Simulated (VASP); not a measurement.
# GaP (F-43m) in VASP: a series of runs, part 2 of 2

VASP 6.6.1. The steps go on from the part before.

## (4) Dielectric tensor, LDA

File INCAR:

```
PREC = Accurate ; ENCUT = 400
EDIFF = 1E-4 ; ISMEAR = 0
SIGMA = 0.01 ; LREAL = F
LASPH = T ; NELM = 100
ALGO = Normal ; ISIF = 2
LWAVE = F ; LCHARG = F
LEPSILON = T
```

File KPOINTS:

```
Automatic mesh
0
Gamma
  8 8 8
```

File POSCAR:

```
GaP
1.0
    0.0000000000      2.7252500000      2.7252500000
    2.7252500000      0.0000000000      2.7252500000
    2.7252500000      2.7252500000      0.0000000000
Ga P
1 1
Direct
    0.0000000000      0.0000000000      0.0000000000
    0.7500000000      0.7500000000      0.7500000000
```

Potentials or basis: VASP PAW LDA potentials, release 64 (Ga_d, P).

Run with:

```bash
$ cat potpaw_LDA.64/Ga_d/POTCAR potpaw_LDA.64/P/POTCAR > POTCAR
$ mpirun -np 1 vasp_std > vasp.out
```

OUTCAR:

```text
PREC = Accurate
   ENCUT = 400
   EDIFF = 1E-4
   ISMEAR = 0
   LREAL = F
   LASPH = T
   NELM = 100
   ISIF = 2
   LEPSILON = T

 Found     29 irreducible k-points:

 Following reciprocal coordinates:
            Coordinates               Weight
  0.000000  0.000000  0.000000      1.000000
  0.125000  0.000000  0.000000      8.000000
  0.250000  0.000000  0.000000      8.000000
  0.375000  0.000000  0.000000      8.000000
  0.500000  0.000000  0.000000      4.000000
  0.125000  0.125000  0.000000      6.000000
   k-points           NKPTS =     29   k-points in BZ     NKDIM =     29   number of bands    NBANDS=     13
   number of dos      NEDOS =    301   number of ions     NIONS =      2
   total plane-waves  NPLWV =  21952
   dimension x,y,z NGX =    28 NGY =   28 NGZ =   28
   dimension x,y,z NGXF=    56 NGYF=   56 NGZF=   56
   ions per type =               1   1
   NGX,Y,Z   is equivalent  to a cutoff of  12.08, 12.08, 12.08 a.u.
   NGXF,Y,Z  is equivalent  to a cutoff of  24.16, 24.16, 24.16 a.u.
 SYSTEM =  unknown system
   PREC   = accura    normal or accurate (medium, high low for compatibility)
   ISTART =      0    job   : 0-new  1-cont  2-samecut
   ICHARG =      2    charge: 1-file 2-atom 10-const
   ISPIN  =      1    spin polarized calculation?
   LNONCOLLINEAR =      F non collinear calculations
   LSORBIT =      F    spin-orbit coupling
   LASPH  =      T    aspherical Exc in radial PAW
   ENCUT  =  400.0 eV  29.40 Ry    5.42 a.u.   6.29  6.29  6.29*2*pi/ulx,y,z
   NELM   =    100;   NELMIN=  2; NELMDL= -5     # of ELM steps
   EDIFF  = 0.1E-03   stopping-criterion for ELM
   LREAL  =      F    real-space projection
   EDIFFG = 0.1E-02   stopping-criterion for IOM
   NSW    =      0    number of steps for IOM
   IBRION =     -1    ionic relax: 0-MD 1-quasi-New 2-CG
   NFREE  =      0    steps in history (QN), initial steepest desc. (CG)
   ISIF   =      2    stress and relaxation
   ISYM   =      2    0-nonsym 1-usesym 2-fastsym
   POTIM  = 0.5000    time-step for ionic-motion
   TEBEG  =    0.0;   TEEND  =   0.0 temperature during run
[... 170 lines left out ...]
          12.633689     0.000000     0.000000
           0.000000    12.633689     0.000000
          -0.000000     0.000000    12.633689
 ------------------------------------------------------

 Free energy of the ion-electron system (eV)
  ---------------------------------------------------
  ---------------------------------------------------
  free energy    TOTEN  =        -1.28629410 eV

  energy without entropy =       -1.28629410

------------------------ aborting loop because EDIFF is reached ----------------------------------------

--------------------------------------- Ionic step        2  -------------------------------------------

------------------------ aborting loop because EDIFF is reached ----------------------------------------

--------------------------------------- Ionic step        3  -------------------------------------------

 Free energy of the ion-electron system (eV)
  ---------------------------------------------------
  ---------------------------------------------------
  free energy    TOTEN  =        -1.28627830 eV

  energy without entropy =       -1.28627830

------------------------ aborting loop because EDIFF is reached ----------------------------------------

 PIEZOELECTRIC TENSOR FIELD DIRECTION 3  (e Angst)
 -----------------------------------------------------------------------------
    -0.00024  2.04235  0.00000           (  0.00000  0.03696  0.00000)
     2.04235 -0.00024  0.00000           (  0.03696  0.00000  0.00000)
     0.00000  0.00000 -0.00136           (  0.00000  0.00000  0.00000)

 PIEZOELECTRIC TENSOR FIELD DIRECTION 3  (C/m^2)
 -----------------------------------------------------------------------------
    -0.00009  0.80833  0.00000
     0.80833 -0.00009  0.00000
     0.00000  0.00000 -0.00054

 MACROSCOPIC STATIC DIELECTRIC TENSOR (including local field effects in DFT)
 ------------------------------------------------------
          11.908034    -0.000000     0.000000
           0.000000    11.908034     0.000000
           0.000000     0.000000    11.908034
 ------------------------------------------------------

 PIEZOELECTRIC TENSOR (including local field effects)  for field in x, y, z        (e  Angst)
          XX          YY          ZZ          XY          YZ          ZX
  --------------------------------------------------------------------------------
  x     0.00000     0.00000    -0.00000     0.00000     2.04991     0.00000
  y     0.00000    -0.00000    -0.00000     0.00000     0.00000     2.04991
  z    -0.00000    -0.00000     0.00000     2.04991     0.00000     0.00000

 PIEZOELECTRIC TENSOR (including local field effects)  for field in x, y, z        (C/m^2)
          XX          YY          ZZ          XY          YZ          ZX
  --------------------------------------------------------------------------------
  x     0.00000     0.00000    -0.00000     0.00000     0.81133     0.00000
  y     0.00000    -0.00000    -0.00000     0.00000     0.00000     0.81133
  z    -0.00000    -0.00000     0.00000     0.81133     0.00000     0.00000

 BORN EFFECTIVE CHARGES (including local field effects) (in |e|, cummulative output)
 ---------------------------------------------------------------------------------
 ion    1
    1     2.17903     0.00000    -0.00000
    2    -0.00000     2.17903    -0.00000
    3     0.00000     0.00000     2.17903
 ion    2
    1    -2.17903    -0.00000     0.00000
    2     0.00000    -2.17903     0.00000
    3    -0.00000    -0.00000    -2.17903
```

OSZICAR:

```text
N       E                     dE             d eps       ncg     rms          rms(c)
DAV:   1     0.679841083832E+02    0.67984E+02   -0.82991E+03   762   0.169E+03
DAV:   2    -0.583221254259E+01   -0.73816E+02   -0.71319E+02   824   0.279E+02
DAV:   3    -0.106685923557E+02   -0.48364E+01   -0.48175E+01   949   0.670E+01
[... 17 lines left out ...]
RMM:   4    -0.127767449133E+01   -0.26253E-01   -0.44351E-02  4848   0.128E+00    0.155E-01
RMM:   5    -0.128253220271E+01   -0.48577E-02   -0.29840E-03  4784   0.389E-01    0.380E-02
RMM:   6    -0.128610709310E+01   -0.35749E-02   -0.56626E-04  4884   0.156E-01    0.264E-02
RMM:   7    -0.128591288530E+01    0.19421E-03   -0.28110E-05  4788   0.583E-02    0.666E-03
RMM:   8    -0.128633226168E+01   -0.41938E-03   -0.14813E-05  4258   0.222E-02    0.101E-03
RMM:   9    -0.128627830240E+01    0.53959E-04    0.51233E-07  2624   0.955E-03    0.481E-04
```

stdout:

```text
POSCAR found type information on POSCAR GaP
 POSCAR found :  2 types and       2 ions
 scaLAPACK will be used
 LDA part: xc-table for (Slater(with rela. corr.)+CA(PZ))
 , standard interpolation
 POSCAR, INCAR and KPOINTS ok, starting setup
 FFT: planning ... GRIDC
 FFT: planning ... GRID_SOFT
 FFT: planning ... GRID
 WAVECAR not read
 entering main loop
 Linear response reoptimize wavefunctions to high precision
 Linear response G [H, r] |phi>, progress :
  Direction:   1
 Linear response G [H, r] |phi>, progress :
  Direction:   2
 Linear response G [H, r] |phi>, progress :
  Direction:   3
 Linear response to external field (no local field effect), progress :
  Direction:   1
 dielectric tensor                  component  1 :    15.222     8.072     1.861
 Linear response to external field (no local field effect), progress :
  Direction:   2
 dielectric tensor                  component  2 :     8.071    15.553    -2.167
 Linear response to external field (no local field effect), progress :
  Direction:   3
 dielectric tensor                  component  3 :     1.865    -2.168     7.126
 Linear response to external field, progress :
  Direction:   1
 dielectric tensor                  component  1 :    11.908     3.769     1.692
 Linear response to external field, progress :
  Direction:   2
 dielectric tensor                  component  2 :     3.673    11.908     1.598
 Linear response to external field, progress :
  Direction:   3
 dielectric tensor                  component  3 :     2.947     2.513    11.908
 Born effective charges drift removed
```

Wall time 2.5 min (1 thread of Intel Xeon Platinum 8259CL at 2.50GHz (Skylake/Cascade Lake), shared host); peak memory 0.21 GiB.

The run converged, but some of its settings lie outside the range that counts as converged, so its numbers aren't taken as properties of the crystal.

What came out:

| Property | Result |
| --- | --- |
| Band gap on the k mesh | 1.49 eV, indirect (least direct gap 1.64 eV) |
| Electronic dielectric tensor (diagonal) | 11.91 |
| Born charges (mean of the diagonal) | Ga +2.18; P -2.18 e |

## (5) Dielectric tensor, LDA

Changes to INCAR since step 4:

```diff
@@ -1,3 +1,3 @@
 PREC = Accurate ; ENCUT = 400
-EDIFF = 1E-4 ; ISMEAR = 0
+EDIFF = 1E-6 ; ISMEAR = 0
 SIGMA = 0.01 ; LREAL = F
```

KPOINTS is that of step 4.

POSCAR is that of step 4.

Potentials or basis: VASP PAW LDA potentials, release 64 (Ga_d, P).

Run with:

```bash
$ cat potpaw_LDA.64/Ga_d/POTCAR potpaw_LDA.64/P/POTCAR > POTCAR
$ mpirun -np 1 vasp_std > vasp.out
```

OUTCAR:

```text
PREC = Accurate
   ENCUT = 400
   EDIFF = 1E-6
   ISMEAR = 0
   LREAL = F
   LASPH = T
   NELM = 100
   ISIF = 2
   LEPSILON = T

 Found     29 irreducible k-points:

 Following reciprocal coordinates:
            Coordinates               Weight
  0.000000  0.000000  0.000000      1.000000
  0.125000  0.000000  0.000000      8.000000
  0.250000  0.000000  0.000000      8.000000
  0.375000  0.000000  0.000000      8.000000
  0.500000  0.000000  0.000000      4.000000
  0.125000  0.125000  0.000000      6.000000
   k-points           NKPTS =     29   k-points in BZ     NKDIM =     29   number of bands    NBANDS=     13
   number of dos      NEDOS =    301   number of ions     NIONS =      2
   total plane-waves  NPLWV =  21952
   dimension x,y,z NGX =    28 NGY =   28 NGZ =   28
   dimension x,y,z NGXF=    56 NGYF=   56 NGZF=   56
   ions per type =               1   1
   NGX,Y,Z   is equivalent  to a cutoff of  12.08, 12.08, 12.08 a.u.
   NGXF,Y,Z  is equivalent  to a cutoff of  24.16, 24.16, 24.16 a.u.
 SYSTEM =  unknown system
   PREC   = accura    normal or accurate (medium, high low for compatibility)
   ISTART =      0    job   : 0-new  1-cont  2-samecut
   ICHARG =      2    charge: 1-file 2-atom 10-const
[... 209 lines left out ...]
  ---------------------------------------------------
  free energy    TOTEN  =        -1.28674080 eV

  energy without entropy =       -1.28674080

------------------------ aborting loop because EDIFF is reached ----------------------------------------

 PIEZOELECTRIC TENSOR FIELD DIRECTION 3  (e Angst)
 -----------------------------------------------------------------------------
    -0.00021  2.04217  0.00000           (  0.00000  0.03697  0.00000)
     2.04217 -0.00021  0.00000           (  0.03697  0.00000  0.00000)
     0.00000  0.00000 -0.00136           (  0.00000  0.00000 -0.00000)

 PIEZOELECTRIC TENSOR FIELD DIRECTION 3  (C/m^2)
 -----------------------------------------------------------------------------
    -0.00009  0.80826  0.00000
     0.80826 -0.00009  0.00000
     0.00000  0.00000 -0.00054

 MACROSCOPIC STATIC DIELECTRIC TENSOR (including local field effects in DFT)
 ------------------------------------------------------
          11.911979     0.000000    -0.000000
           0.000000    11.911979    -0.000000
           0.000000     0.000000    11.911979
 ------------------------------------------------------

 PIEZOELECTRIC TENSOR (including local field effects)  for field in x, y, z        (e  Angst)
          XX          YY          ZZ          XY          YZ          ZX
  --------------------------------------------------------------------------------
  x     0.00000     0.00000     0.00000     0.00000     2.04964     0.00000
  y    -0.00000     0.00000    -0.00000     0.00000     0.00000     2.04964
  z     0.00000     0.00000    -0.00000     2.04964     0.00000     0.00000

 PIEZOELECTRIC TENSOR (including local field effects)  for field in x, y, z        (C/m^2)
          XX          YY          ZZ          XY          YZ          ZX
  --------------------------------------------------------------------------------
  x     0.00000     0.00000     0.00000     0.00000     0.81122     0.00000
  y    -0.00000     0.00000    -0.00000     0.00000     0.00000     0.81122
  z     0.00000     0.00000    -0.00000     0.81122     0.00000     0.00000

 BORN EFFECTIVE CHARGES (including local field effects) (in |e|, cummulative output)
 ---------------------------------------------------------------------------------
 ion    1
    1     2.17908     0.00000    -0.00000
    2    -0.00000     2.17908     0.00000
    3     0.00000     0.00000     2.17908
 ion    2
    1    -2.17908    -0.00000     0.00000
    2     0.00000    -2.17908    -0.00000
    3    -0.00000     0.00000    -2.17908
```

OSZICAR:

```text
N       E                     dE             d eps       ncg     rms          rms(c)
DAV:   1     0.679841083832E+02    0.67984E+02   -0.82991E+03   762   0.169E+03
[... 12 lines left out ...]
RMM:   7    -0.128638916637E+01    0.19559E-03   -0.29792E-05  4862   0.583E-02    0.671E-03
RMM:   8    -0.128680901710E+01   -0.41985E-03   -0.14280E-05  5003   0.223E-02    0.103E-03
RMM:   9    -0.128675423289E+01    0.54784E-04   -0.11181E-06  4983   0.852E-03    0.509E-04
RMM:  10    -0.128674728719E+01    0.69457E-05   -0.24574E-07  4035   0.311E-03    0.217E-04
RMM:  11    -0.128674551607E+01    0.17711E-05   -0.81947E-08  2404   0.141E-03    0.115E-04
RMM:  12    -0.128674208361E+01    0.34325E-05    0.37096E-09  1624   0.775E-04    0.332E-05
RMM:  13    -0.128674083528E+01    0.12483E-05    0.64644E-08  1232   0.594E-04    0.160E-05
RMM:  14    -0.128674079693E+01    0.38347E-07   -0.18603E-10  1019   0.510E-04    0.847E-06
```

stdout:

```text
POSCAR found type information on POSCAR GaP
 POSCAR found :  2 types and       2 ions
 scaLAPACK will be used
 LDA part: xc-table for (Slater(with rela. corr.)+CA(PZ))
 , standard interpolation
 POSCAR, INCAR and KPOINTS ok, starting setup
 FFT: planning ... GRIDC
 FFT: planning ... GRID_SOFT
 FFT: planning ... GRID
 WAVECAR not read
 entering main loop
 Linear response reoptimize wavefunctions to high precision
 Linear response G [H, r] |phi>, progress :
  Direction:   1
 Linear response G [H, r] |phi>, progress :
  Direction:   2
 Linear response G [H, r] |phi>, progress :
  Direction:   3
 Linear response to external field (no local field effect), progress :
  Direction:   1
 dielectric tensor                  component  1 :    15.228     8.074     1.861
 Linear response to external field (no local field effect), progress :
  Direction:   2
 dielectric tensor                  component  2 :     8.073    15.559    -2.167
 Linear response to external field (no local field effect), progress :
  Direction:   3
 dielectric tensor                  component  3 :     1.866    -2.168     7.129
 Linear response to external field, progress :
  Direction:   1
 dielectric tensor                  component  1 :    11.912     3.770     1.693
 Linear response to external field, progress :
  Direction:   2
 dielectric tensor                  component  2 :     3.675    11.912     1.599
 Linear response to external field, progress :
  Direction:   3
 dielectric tensor                  component  3 :     2.949     2.514    11.912
 Born effective charges drift removed
```

It took 3.7 min on 1 thread of Intel Xeon Platinum 8259CL at 2.50GHz (Skylake/Cascade Lake), shared host; peak memory 0.22 GiB.

The run converged, but some of its settings lie outside the range that counts as converged, so its numbers aren't taken as properties of the crystal.

Results:

* Band gap on the k mesh: 1.49 eV, indirect (least direct gap 1.64 eV)
* Electronic dielectric tensor (diagonal): 11.91
* Born charges (mean of the diagonal): Ga +2.18; P -2.18 e
